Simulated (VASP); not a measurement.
# VASP 6.6.1 run: KCl

INCAR

```
LCHARG = .FALSE.
PREC = Accurate
EDIFF = 1E-7
GGA = PE
SIGMA = 0.02
ALGO = Eigenval
ENCUT = 520
LASPH = .TRUE.
NELM = 59
LWAVE = .FALSE.
NBANDS = 15
ISIF = 2
ISMEAR = -1
IBRION = -1
NSW = 0
LREAL = .FALSE.
```

KPOINTS

```
KPOINTS created by Atomic Simulation Environment
0
Gamma
8 8 8
0 0 0
```

POSCAR

```
K  Cl
 1.0000000000000000
     3.6455887835000000    0.0000000000000000    0.0000000000000000
     0.0000000000000000    3.6455887835000000    0.0000000000000000
     0.0000000000000000    0.0000000000000000    3.6455887835000000
 K   Cl
   1   1
Cartesian
  0.0000000000000000  0.0000000000000000  0.0000000000000000
  1.8227943917500000  1.8227943917500000  1.8227943917500000
```

The recommended PBE PAW datasets give the neutral cell 16 valence electrons.

Command

```
mpirun -np 1 vasp_std
```

OSZICAR

```
N       E                     dE             d eps       ncg     rms          rms(c)
EIG:   1     0.119904893099E+04    0.11990E+04    0.00000E+00     0   0.000E+00
EIG:   2     0.119904893099E+04    0.24102E-10    0.00000E+00     0   0.000E+00
EIG:   3     0.119904893099E+04    0.27285E-10    0.00000E+00     0   0.000E+00
EIG:   4     0.119904893099E+04   -0.68212E-11    0.00000E+00     0   0.000E+00
EIG:   5     0.119904893099E+04    0.19782E-10    0.00000E+00     0   0.000E+00    0.294E+02
EIG:   6     0.126874944320E+04    0.69701E+02    0.00000E+00     0   0.000E+00    0.176E+02
EIG:   7     0.132061971920E+04    0.51870E+02    0.00000E+00     0   0.000E+00    0.375E+00
EIG:   8     0.132146241710E+04    0.84270E+00    0.00000E+00     0   0.000E+00    0.550E-01
EIG:   9     0.132148104895E+04    0.18632E-01    0.00000E+00     0   0.000E+00    0.554E-02
EIG:  10     0.132148145035E+04    0.40140E-03    0.00000E+00     0   0.000E+00    0.689E-03
EIG:  11     0.132148145216E+04    0.18157E-05    0.00000E+00     0   0.000E+00    0.463E-03
EIG:  12     0.132148145244E+04    0.27474E-06    0.00000E+00     0   0.000E+00    0.198E-04
EIG:  13     0.132148145244E+04    0.62209E-09    0.00000E+00     0   0.000E+00
   1 F= 0.13214815E+04 E0= 0.13214819E+04  d E =-.894561E-03
```

From OUTCAR

```
k-points           NKPTS =     35   k-points in BZ     NKDIM =     35   number of bands    NBANDS=     15

   NELECT =      16.0000    total number of electrons

   dimension x,y,z NGX =    28 NGY =   28 NGZ =   28
   dimension x,y,z NGXF=    56 NGYF=   56 NGZF=   56

  energy-cutoff  :      520.00
  volume of cell :       48.45
      direct lattice vectors                 reciprocal lattice vectors
     3.645588784  0.000000000  0.000000000     0.274304114  0.000000000  0.000000000
     0.000000000  3.645588784  0.000000000     0.000000000  0.274304114  0.000000000
     0.000000000  0.000000000  3.645588784     0.000000000  0.000000000  0.274304114

 k-points in reciprocal lattice and weights: KPOINTS created by Atomic Simulation Env
   0.00000000  0.00000000  0.00000000       0.002
   0.12500000  0.00000000  0.00000000       0.012
   0.25000000  0.00000000  0.00000000       0.012
   0.37500000  0.00000000  0.00000000       0.012
   0.50000000  0.00000000  0.00000000       0.006
   0.12500000  0.12500000  0.00000000       0.023
   0.25000000  0.12500000  0.00000000       0.047
   0.37500000  0.12500000  0.00000000       0.047
   ...

 E-fermi :  29.3086

 k-point     1 :       0.0000    0.0000    0.0000
  band No.  band energies     occupation
      1     -19.0089      2.00000
      2      11.3235      2.00000
      3      23.8014      2.00000
      4      24.5467      2.00000
      5      35.1880      2.00000
      6      45.0468      0.00000
      7      52.9751      2.00000
      8      56.6018      2.00000
      9      71.3804      2.00000
     10      78.5526      2.00000
     11      88.5155      2.00000
     12      96.6662      2.00000
     13     104.4416      2.00000
     14     117.9076      2.00000
     15     128.3000      2.00000

 k-point     2 :       0.1250    0.0000    0.0000
  band No.  band energies     occupation
      1     -17.6599      2.00000
      2       3.8528      2.00000
      3      24.1739      2.00000
      4      28.9013      2.00000
      5      34.2432      2.00000
      6      51.4887      2.00000
      7      57.6258      2.00000
      8      57.4867      2.00000
      9      66.2429      2.00000
     10      74.8236      2.00000
     11      86.7888      2.00000
     12      92.0255      2.00000
     13     100.9342      2.00000
     14     106.6316      2.00000
     15     118.5105      2.00000

 k-point     3 :       0.2500    0.0000    0.0000
  band No.  band energies     occupation
      1     -21.5812      2.00000
      2       0.7495      0.00000
      3      26.0317      2.00000
      4      33.0635      0.00000
      5      46.1227      2.00000
      6      44.7198      2.00000
      7      56.2473      2.00000
      8      59.8077      2.00000
      9      65.6781      2.00000
     10      67.5711      2.00000
     11      78.3121      2.00000
     12      90.9001      2.00000
     13     100.7430      2.00000
     14     108.5217      2.00000
     15     116.8523      2.00000

 ...

  Total      541.1870101    541.1870101    541.1870101     -0.0000000     -0.0000000      0.0000000
  in kB    17895.9562004  17895.9562004  17895.9562004     -0.0000000     -0.0000000      0.0000000
  external PRESSURE =   17895.9562004 kB  Pullay stress =       0.0000000 kB

 POSITION                                       TOTAL-FORCE (eV/Angst)
 -----------------------------------------------------------------------------------
      0.00000      0.00000      0.00000         0.000000      0.000000      0.000000
      1.82279      1.82279      1.82279         0.000000      0.000000      0.000000
 -----------------------------------------------------------------------------------
    total drift:                               -0.000000     -0.000000     -0.000000

  FREE ENERGIE OF THE ION-ELECTRON SYSTEM (eV)
  ---------------------------------------------------
  free  energy   TOTEN  =      1321.4814524371 eV

  energy  without entropy=     1321.4823469981  energy(sigma->0) =     1321.48189972
```

It converged. Results: gap between bands v and c on the k mesh -14.71 eV (bands overlap: a metal); least direct gap on the k mesh 2.00 eV; pressure 1789.6 GPa. Band v is the last that the valence electrons fill when counted band by band, and c is the next.

These settings aren't sound, so the numbers aren't properties of the crystal.

The fault: no self-consistency without orbitals.

On sound settings PBE gives a gap of 5.53 eV on its mesh and a pressure of 4.2 GPa for the intended cell. This run's energy (σ→0) differs from it by 664022 meV an atom.

The run took about 3.2 s on one core of a shared host (Intel Xeon 6975P-C) and held 0.16 GiB at most.
